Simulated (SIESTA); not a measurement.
Crystal: TiB2.

```
CELL_PARAMETERS angstrom
3.02920 0.00000 0.00000
-1.51460 2.62336 0.00000
0.00000 0.00000 3.22840
ATOMIC_POSITIONS crystal
Ti 0.00000 0.00000 0.00000
B 0.66667 0.33333 0.50000
B 0.33333 0.66667 0.50000
```

Base run:

- Program: SIESTA 5.4.2
- Functional: PBE
- Potentials or basis: PseudoDojo 0.4 standard (PBE files)
- Basis: DZP (energy shift 0.002 Ry)
- Grid cutoff: 800 Ry
- Energy shift: 0.002 Ry
- k mesh: 10 × 10 × 8
- Occupations: fermi-dirac, width 0.05 eV
- Spin: no spin polarisation

Its results: band gap on the k mesh none (metal or under the smearing width); pressure 2.2 GPa.

Task: The run is repeated on the same cell with these changes: functional from PBE to AM05; potentials or basis from PseudoDojo 0.4 standard (PBE files) to PseudoDojo 0.4 standard (PBEsol files). What comes out?

Result: Band gap on the k mesh none (metal or under the smearing width); pressure -3.7 GPa.

Caveats: semicore shells carry a single zeta, which can move pressures by several GPa and volumes by a few percent; the basis of atomic orbitals isn't converged, which shifts pressures, moduli and gaps; the potentials were made for another functional, which shifts forces and pressure (some runs).

Not every run made on this cell is shown here.
